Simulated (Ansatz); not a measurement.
In: single point with PBE

In:

```
In
1.0
    -1.62547    1.62547    2.47370
     1.62547   -1.62547    2.47370
     1.62547    1.62547   -2.47370
In
1
Cartesian
  0.0000 0.0000 0.0000
```

* Program: Ansatz 0.2.0
* Task: single point
* Functional: PBE
* Potentials or basis: Ansatz PAW
* Cutoff: 420 eV (not typed: the program's choice for these potentials)
* k mesh: 11 × 11 × 11
* Occupations: gaussian, width 0.011 eV
* Spin: no spin polarisation

```yaml
Pressure: 2.0 GPa
Band_gap_on_the_k_mesh: none (metal or under the smearing width)
```

Stress tensor (GPa, compression positive):
```
2.24 0.00 0.00
0.00 2.24 0.00
0.00 0.00 1.57
```

Levels at points of the mesh, in eV from the Fermi level:
| k point | band 2 | band 3 | band 4 | band 5 | band 6 | band 7 | band 8 | band 9 | band 10 | band 11 |
| --- | --- | --- | --- | --- | --- | --- | --- | --- | --- | --- |
| (0.00, 0.00, 0.00) | -14.64 | -14.64 | -14.56 | -14.45 | -9.58 | 10.51 | 10.51 | 10.69 | 11.53 | 13.91 |

Run time: 1.8 s on 2 threads of Arm Neoverse V1 (shared host), peak memory 0.31 GiB.
